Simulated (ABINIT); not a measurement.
# SnTe (Fm-3m) in ABINIT: further runs

Aim: see how the results for SnTe move with the level of theory and the settings. Levels: LDA, PBEsol, PBE. Tasks: single point.

All numbers are computed with ABINIT 10.8.3 (patched build); they aren't measurements. Logs are shortened: lines on timing, memory, paths and dates and some standing lists are left out, and cuts for length are marked. The log counts tension as positive stress, the text compression.

### Step 1. The structure

It takes space group Fm-3m (No. 225, cubic). Conventional cell: a = 6.302 Å, b = 6.302 Å, c = 6.302 Å, α = 90.00°, β = 90.00°, γ = 90.00°. Te (site symmetry m-3m) has 6 Sn at 3.15 Å as nearest neighbours. Around Sn (site symmetry m-3m) lie 6 Te at 3.15 Å.

### Step 2. Single point, LDA

run.abi

```
# Pseudopotentials
pp_dirpath "./"
pseudos "Te.LDA_PW-JTH.xml, Sn.LDA_PW-JTH.xml"

# Structure
acell 4.455974803 4.455974803 4.455974803 Angstrom
rprim
     0.0000000000     0.7071067812     0.7071067812
     0.7071067812     0.0000000000     0.7071067812
     0.7071067812     0.7071067812     0.0000000000
ntypat 2
znucl 52 50
natom 2
typat 1 2
xred
     0.5000000000     0.5000000000     0.5000000000
     0.0000000000     0.0000000000     0.0000000000

# Plane-wave basis
ecut 10.0
pawecutdg 20.0

# k points
kptopt 1
ngkpt 5 5 5
nshiftk 1
shiftk 0.0 0.0 0.0

# Exchange and correlation
ixc 7

# Bands and occupations
nband 14
occopt 3
tsmear 0.00183747

# SCF cycle
nstep 100
tolvrs 1.0e-9

# Output
iomode 3
prtwf 0
prtden 0
prteig 0
prtebands 0
enunit 2
```

Potentials or basis: JTH PAW LDA v2.0.

Launch:

```
$ abinit run.abi > log 2>&1
```

run.abo:

```text
.Version 10.8.3 of ABINIT
 Symmetries : space group Fm -3 m (#225); Bravais cF (face-center cubic)
================================================================================
 Values of the parameters that define the memory need of the present run
     intxc =       0    ionmov =       0      iscf =      17    lmnmax =      18
     lnmax =       6     mgfft =      24  mpssoang =       3    mqgrid =    3001
     natom =       2  nloc_mem =       2    nspden =       1   nspinor =       1
    nsppol =       1      nsym =      48    n1xccc =       1    ntypat =       2
    occopt =       3   xclevel =       1
       mpw =         647          nfft =       13824          nkpt =          10
 PAW method is used; the additional fine FFT grid is defined by:
   mgfftf=        36    nfftf =     46656
================================================================================
================================================================================

--------------------------------------------------------------------------------
------------- Echo of variables that govern the present computation ------------
--------------------------------------------------------------------------------
 -outvars: echo values of preprocessed input variables --------
            acell      8.4205720016E+00  8.4205720016E+00  8.4205720016E+00 Bohr
              amu      1.27600000E+02  1.18710000E+02
             ecut      1.00000000E+01 Hartree
           enunit           2
              ixc           7
         kptrlatt        5    0    0      0    5    0      0    0    5
          kptrlen      4.21028600E+01
            natom           2
            nband          14
            ngfft          24      24      24
          ngfftdg          36      36      36
             nkpt          10
            nstep         100
             nsym          48
           ntypat           2
           occopt           3
        pawecutdg      2.00000000E+01 Hartree
           prtden           0
        prtebands           0
           prteig           0
            prtwf           0
            rprim      0.0000000000E+00  7.0710678120E-01  7.0710678120E-01
                       7.0710678120E-01  0.0000000000E+00  7.0710678120E-01
                       7.0710678120E-01  7.0710678120E-01  0.0000000000E+00
          spgroup         225
           tolvrs      1.00000000E-09
           tsmear      1.83747000E-03 Hartree
            typat      1  2
           useylm           1
           xangst      3.1508500001E+00  3.1508500001E+00  3.1508500001E+00
                       0.0000000000E+00  0.0000000000E+00  0.0000000000E+00
            xcart      5.9542435639E+00  5.9542435639E+00  5.9542435639E+00
                       0.0000000000E+00  0.0000000000E+00  0.0000000000E+00
             xred      5.0000000000E-01  5.0000000000E-01  5.0000000000E-01
                       0.0000000000E+00  0.0000000000E+00  0.0000000000E+00
            znucl       52.00000   50.00000

[... 136 lines left out ...]

 cartesian forces (eV/Angstrom) at end:
    1     -0.00000000000000    -0.00000000000000    -0.00000000000000
    2     -0.00000000000000    -0.00000000000000    -0.00000000000000
 frms,max,avg= 0.0000000E+00 0.0000000E+00   0.000E+00  0.000E+00  0.000E+00 e/A
 length scales=  8.420572001616  8.420572001616  8.420572001616 bohr
              =  4.455974803000  4.455974803000  4.455974803000 angstroms
 Fermi (or HOMO) energy (hartree) =  -0.03326   Average Vxc (hartree)=  -0.35784
 Eigenvalues (hartree) for nkpt=  10  k points:
 kpt#   1, nband= 14, wtk=  0.00800, kpt=  0.0000  0.0000  0.0000 (reduced coord)
  -0.84238   -0.84238   -0.84179   -0.84179   -0.84179   -0.50769   -0.21383   -0.11327
  -0.11327   -0.11327    0.08819    0.08819    0.08819    0.14326
      occupation numbers for kpt#   1
   2.00000    2.00000    2.00000    2.00000    2.00000    2.00000    2.00000    2.00000
   2.00000    2.00000    0.00000    0.00000    0.00000    0.00000
 prteigrs : prtvol=0 or 1, do not print more k-points.

 Fermi (or HOMO) energy (eV) =  -0.90504   Average Vxc (eV)=  -9.73729
 Eigenvalues (   eV  ) for nkpt=  10  k points:
 kpt#   1, nband= 14, wtk=  0.00800, kpt=  0.0000  0.0000  0.0000 (reduced coord)
 -22.92231  -22.92231  -22.90615  -22.90615  -22.90615  -13.81496   -5.81865   -3.08222
  -3.08222   -3.08222    2.39964    2.39964    2.39964    3.89833
 prteigrs : prtvol=0 or 1, do not print more k-points.

--- !EnergyTerms
iteration_state     : {dtset: 1, }
comment             : Components of total free energy in Hartree
kinetic             :  1.43483324119077E+01
hartree             :  2.88125371303878E+01
xc                  : -1.09511084988909E+01
Ewald energy        : -5.23476707185128E+01
psp_core            :  6.33426511554942E+00
local_psp           : -7.88932235100594E+01
PAW spherical_terms :  1.44382650875745E+01
internal            : -7.82586029820436E+01
'-kT*entropy'       : -1.73909765720612E-06
total_energy        : -7.82586047211413E+01
total_energy_eV     : -2.12952512013853E+03
...

--- !EnergyTermsDC
iteration_state     : {dtset: 1, }
comment             : '"Double-counting" decomposition of free energy'
band_energy         : -1.07997509738110E+01
Ewald energy        : -5.23476707185128E+01
psp_core            :  6.33426511554942E+00
xc_dc               : -3.20681351650824E+01
PAW spherical_terms :  1.06226796248590E+01
internal            : -7.82586121169977E+01
'-kT*entropy'       : -1.73909765720612E-06
total_energy_dc     : -7.82586138560954E+01
total_energy_dc_eV  : -2.12952536871329E+03
...

--- !EnergyTermsWithPAWCore
iteration_state     : {dtset: 1, }
comment             : 'Components of total free energy, including PAW core contributions'
Total energy        : -1.29609758287778E+04
Total energy DC     : -1.29609758379127E+04
Total energy (eV)   : -3.52686119401696E+05
Total energy DC (eV): -3.52686119650270E+05
...

 Cartesian components of stress tensor (hartree/bohr^3)
  sigma(1 1)=  1.04513645E-03  sigma(3 2)=  0.00000000E+00
  sigma(2 2)=  1.04513645E-03  sigma(3 1)=  0.00000000E+00
  sigma(3 3)=  1.04513645E-03  sigma(2 1)=  0.00000000E+00

-Cartesian components of stress tensor (GPa)         [Pressure= -3.0749E+01 GPa]
- sigma(1 1)=  3.07489760E+01  sigma(3 2)=  0.00000000E+00
- sigma(2 2)=  3.07489760E+01  sigma(3 1)=  0.00000000E+00
- sigma(3 3)=  3.07489760E+01  sigma(2 1)=  0.00000000E+00

== END DATASET(S) ==============================================================
================================================================================

 -outvars: echo values of variables after computation  --------
            acell      8.4205720016E+00  8.4205720016E+00  8.4205720016E+00 Bohr
           etotal     -7.8258613856E+01
            fcart     -0.0000000000E+00 -0.0000000000E+00 -0.0000000000E+00
                      -0.0000000000E+00 -0.0000000000E+00 -0.0000000000E+00
            rprim      0.0000000000E+00  7.0710678120E-01  7.0710678120E-01
                       7.0710678120E-01  0.0000000000E+00  7.0710678120E-01
                       7.0710678120E-01  7.0710678120E-01  0.0000000000E+00
           strten      1.0451364498E-03  1.0451364498E-03  1.0451364498E-03
                       0.0000000000E+00  0.0000000000E+00  0.0000000000E+00
           xangst      3.1508500001E+00  3.1508500001E+00  3.1508500001E+00
                       0.0000000000E+00  0.0000000000E+00  0.0000000000E+00
             xred      5.0000000000E-01  5.0000000000E-01  5.0000000000E-01
                       0.0000000000E+00  0.0000000000E+00  0.0000000000E+00
 Calculation completed.
```

It took 3.5 s on 1 thread of Arm Neoverse V1, shared host; peak memory 0.07 GiB.

What came out:

```yaml
Free_energy: -2129.5254 eV
Valence_electrons_inside_the_program's_atomic_spheres: Te 3.14; Sn 11.83
```

Levels at points of the mesh, in eV from the Fermi level:
```tsv
k point	band 7	band 8	band 9	band 10	band 11	band 12	band 13	band 14
(0.00, 0.00, 0.00)	-4.91	-2.18	-2.18	-2.18	3.30	3.30	3.30	4.80
```

Caveat: the cutoff is too short for stress, so the log's stress isn't used; this odd mesh misses L, where the gap lies, so gap, dielectric constants and Born charges aren't listed. The run has no spin-orbit coupling, so splittings on Te are missing.

### Step 3. Single point, PBEsol

run.abi

```
pp_dirpath "./"
pseudos "Te.upf, Sn.upf"

acell 4.455974803 4.455974803 4.455974803 Angstrom
rprim
     0.0000000000     0.7071067812     0.7071067812
     0.7071067812     0.0000000000     0.7071067812
     0.7071067812     0.7071067812     0.0000000000
ntypat 2
znucl 52 50
natom 2
typat 1 2
xcart
     3.1508500000     3.1508500000     3.1508500000
     0.0000000000     0.0000000000     0.0000000000 Angstrom

ecut 34.0

kptopt 1
ngkpt 5 5 5
nshiftk 1
shiftk 0.0 0.0 0.0

ixc -116133

nband 19
occopt 3
tsmear 0.05 eV

nstep 100
tolvrs 1.0e-10

iomode 3
prtwf 0
prtden 0
prteig 0
prtebands 0
enunit 1
```

Potentials or basis: PseudoDojo NC SR PBEsol v0.4.1 standard.

Launch:

```
$ abinit run.abi > log 2>&1
```

Run time: 19 s. Hardware: 1 thread of Intel Xeon 6975P-C (Granite Rapids), shared host; peak memory 0.1 GiB.

It converged, with:

```
Free energy                                           : -4988.6754 eV
Pressure                                              : -0.7 GPa
Valence electrons inside the program's atomic spheres : Te 11.91; Sn 10.51
```

Levels at points of the mesh, in eV from the Fermi level:
```tsv
k point	band 11	band 12	band 13	band 14	band 15	band 16	band 17	band 18	band 19
(0.00, 0.00, 0.00)	-12.91	-4.81	-2.21	-2.21	-2.21	3.28	3.28	3.28	4.66
```

Caveat: the cutoff is short for stress, so the pressure is rough; this odd mesh misses L, where the gap lies, so gap, dielectric constants and Born charges aren't listed. Spin-orbit coupling is left out, which matters for the levels of Te.

### Step 4. Single point, PBE

run.abi

```
# Pseudopotentials
pp_dirpath "./"
pseudos "Te.GGA_PBE-JTH.xml, Sn.GGA_PBE-JTH.xml"

# Structure
acell 3*1.0 Angstrom
rprim
     0.0000000000     3.1508500000     3.1508500000
     3.1508500000     0.0000000000     3.1508500000
     3.1508500000     3.1508500000     0.0000000000
ntypat 2
znucl 52 50
natom 2
typat 1 2
xred
     0.5000000000     0.5000000000     0.5000000000
     0.0000000000     0.0000000000     0.0000000000

# Plane-wave basis
ecut 435.382180 eV
pawecutdg 32.0

# k points
kptopt 1
ngkpt 5 5 5
nshiftk 1
shiftk 0.0 0.0 0.0

# Exchange and correlation
ixc 11

# Bands and occupations
nband 14
occopt 3
tsmear 0.05 eV

# SCF cycle
nstep 100
tolvrs 1.0e-9

# Output
iomode 3
prtwf 0
prtden 0
prteig 0
prtebands 0
enunit 2
```

Potentials or basis: JTH PAW PBE v2.0.

Launch:

```
$ abinit run.abi > log 2>&1
```

run.abo:

```text
.Version 10.8.3 of ABINIT
 Symmetries : space group Fm -3 m (#225); Bravais cF (face-center cubic)
================================================================================
 Values of the parameters that define the memory need of the present run
     intxc =       0    ionmov =       0      iscf =      17    lmnmax =      18
     lnmax =       6     mgfft =      32  mpssoang =       3    mqgrid =    3001
     natom =       2  nloc_mem =       2    nspden =       1   nspinor =       1
    nsppol =       1      nsym =      48    n1xccc =       1    ntypat =       2
    occopt =       3   xclevel =       2
       mpw =        1307          nfft =       32768          nkpt =          10
 PAW method is used; the additional fine FFT grid is defined by:
   mgfftf=        45    nfftf =     91125
================================================================================
================================================================================

--------------------------------------------------------------------------------
------------- Echo of variables that govern the present computation ------------
--------------------------------------------------------------------------------
 -outvars: echo values of preprocessed input variables --------
            acell      1.8897261259E+00  1.8897261259E+00  1.8897261259E+00 Bohr
              amu      1.27600000E+02  1.18710000E+02
             ecut      1.60000000E+01 Hartree
           enunit           2
              ixc          11
         kptrlatt        5    0    0      0    5    0      0    0    5
          kptrlen      4.21028600E+01
            natom           2
            nband          14
            ngfft          32      32      32
          ngfftdg          45      45      45
             nkpt          10
            nstep         100
             nsym          48
           ntypat           2
           occopt           3
        pawecutdg      3.20000000E+01 Hartree
         pawxcdev           0
           prtden           0
        prtebands           0
           prteig           0
            prtwf           0
            rprim      0.0000000000E+00  3.1508500000E+00  3.1508500000E+00
                       3.1508500000E+00  0.0000000000E+00  3.1508500000E+00
                       3.1508500000E+00  3.1508500000E+00  0.0000000000E+00
          spgroup         225
           tolvrs      1.00000000E-09
           tsmear      1.83746611E-03 Hartree
            typat      1  2
[... 158 lines left out ...]
   2.00000    2.00000    2.00000    2.00000    2.00000    2.00000    2.00000    2.00000
   2.00000    2.00000    0.00000    0.00000    0.00000    0.00000
 prteigrs : prtvol=0 or 1, do not print more k-points.

 Fermi (or HOMO) energy (eV) =  -0.66710   Average Vxc (eV)=  -9.50062
 Eigenvalues (   eV  ) for nkpt=  10  k points:
 kpt#   1, nband= 14, wtk=  0.00800, kpt=  0.0000  0.0000  0.0000 (reduced coord)
 -22.66548  -22.66548  -22.66225  -22.66225  -22.66225  -13.58472   -5.46882   -2.91352
  -2.91352   -2.91352    2.66788    2.66788    2.66788    4.03880
 prteigrs : prtvol=0 or 1, do not print more k-points.

--- !EnergyTerms
iteration_state     : {dtset: 1, }
comment             : Components of total free energy in Hartree
kinetic             :  1.41482330948263E+01
hartree             :  2.91024809732225E+01
xc                  : -1.09513075234442E+01
Ewald energy        : -5.23476707194703E+01
psp_core            :  6.43715902811537E+00
local_psp           : -7.88116522418210E+01
PAW spherical_terms :  1.43682116896350E+01
internal            : -7.80545456989363E+01
'-kT*entropy'       : -1.57494257536055E-06
total_energy        : -7.80545472738788E+01
total_energy_eV     : -2.12397243412470E+03
...

--- !EnergyTermsDC
iteration_state     : {dtset: 1, }
comment             : '"Double-counting" decomposition of free energy'
band_energy         : -1.06128925780807E+01
Ewald energy        : -5.23476707194703E+01
psp_core            :  6.43715902811537E+00
xc_dc               : -3.24696508085141E+01
PAW spherical_terms :  1.09385308708187E+01
internal            : -7.80545242071311E+01
'-kT*entropy'       : -1.57494257536055E-06
total_energy_dc     : -7.80545257820737E+01
total_energy_dc_eV  : -2.12397184930289E+03
...

--- !EnergyTermsWithPAWCore
iteration_state     : {dtset: 1, }
comment             : 'Components of total free energy, including PAW core contributions'
Total energy        : -1.29719549926402E+04
Total energy DC     : -1.29719549711484E+04
Total energy (eV)   : -3.52984877670215E+05
Total energy DC (eV): -3.52984877085393E+05
...

 Cartesian components of stress tensor (hartree/bohr^3)
  sigma(1 1)= -6.36489845E-05  sigma(3 2)=  0.00000000E+00
  sigma(2 2)= -6.36489845E-05  sigma(3 1)=  0.00000000E+00
  sigma(3 3)= -6.36489845E-05  sigma(2 1)=  0.00000000E+00

-Cartesian components of stress tensor (GPa)         [Pressure=  1.8726E+00 GPa]
- sigma(1 1)= -1.87261778E+00  sigma(3 2)=  0.00000000E+00
- sigma(2 2)= -1.87261778E+00  sigma(3 1)=  0.00000000E+00
- sigma(3 3)= -1.87261778E+00  sigma(2 1)=  0.00000000E+00

== END DATASET(S) ==============================================================
================================================================================

 -outvars: echo values of variables after computation  --------
            acell      1.8897261259E+00  1.8897261259E+00  1.8897261259E+00 Bohr
           etotal     -7.8054525782E+01
            fcart     -0.0000000000E+00 -0.0000000000E+00 -0.0000000000E+00
                      -0.0000000000E+00 -0.0000000000E+00 -0.0000000000E+00
            rprim      0.0000000000E+00  3.1508500000E+00  3.1508500000E+00
                       3.1508500000E+00  0.0000000000E+00  3.1508500000E+00
                       3.1508500000E+00  3.1508500000E+00  0.0000000000E+00
           strten     -6.3648984519E-05 -6.3648984519E-05 -6.3648984519E-05
                       0.0000000000E+00  0.0000000000E+00  0.0000000000E+00
           xangst      3.1508500000E+00  3.1508500000E+00  3.1508500000E+00
                       0.0000000000E+00  0.0000000000E+00  0.0000000000E+00
             xred      5.0000000000E-01  5.0000000000E-01  5.0000000000E-01
                       0.0000000000E+00  0.0000000000E+00  0.0000000000E+00
 Calculation completed.
```

Run time: 4.9 s. Hardware: 1 thread of Intel Xeon 6975P-C (Granite Rapids), shared host; peak memory 0.1 GiB.

Results:

```yaml
Free_energy: -2123.9718 eV
Valence_electrons_inside_the_program's_atomic_spheres: Te 3.15; Sn 11.80
```

Caveat: the cutoff is too short for stress, so the log's stress isn't used; this odd mesh misses L, where the gap lies, so gap, dielectric constants and Born charges aren't listed. The run has no spin-orbit coupling, so splittings on Te are missing.

### Step 5. Single point, PBEsol

Changes to run.abi since step 4:

```diff
@@ -2,3 +2,3 @@
 pp_dirpath "./"
-pseudos "Te.GGA_PBE-JTH.xml, Sn.GGA_PBE-JTH.xml"
+pseudos "Te.upf, Sn.upf"
 
@@ -19,4 +19,3 @@
 # Plane-wave basis
-ecut 435.382180 eV
-pawecutdg 32.0
+ecut 34.0
 
@@ -29,6 +28,6 @@
 # Exchange and correlation
-ixc 11
+ixc -116133
 
 # Bands and occupations
-nband 14
+nband 19
 occopt 3
@@ -38,3 +37,3 @@
 nstep 100
-tolvrs 1.0e-9
+tolvrs 1.0e-10
 
@@ -46,2 +45 @@
 prtebands 0
-enunit 2
```

Potentials or basis: PseudoDojo NC SR PBEsol v0.4.1 standard.

Launch:

```
$ abinit run.abi > log 2>&1
```

Run time: 23 s. Hardware: 1 thread of Arm Neoverse V2, shared host; peak memory 0.1 GiB.

The run converged. Its results:

```
Free energy                                           : -4988.6754 eV
Pressure                                              : -0.7 GPa
Valence electrons inside the program's atomic spheres : Te 11.91; Sn 10.51
```

Levels at points of the mesh, in eV from the Fermi level:
| k point | band 13 | band 14 | band 15 | band 16 | band 17 | band 18 |
| --- | --- | --- | --- | --- | --- | --- |
| (0.00, 0.00, 0.00) | -2.21 | -2.21 | -2.21 | 3.28 | 3.28 | 3.28 |

Caveat: the cutoff is short for stress, so the pressure is rough; this odd mesh misses L, where the gap lies, so gap, dielectric constants and Born charges aren't listed.
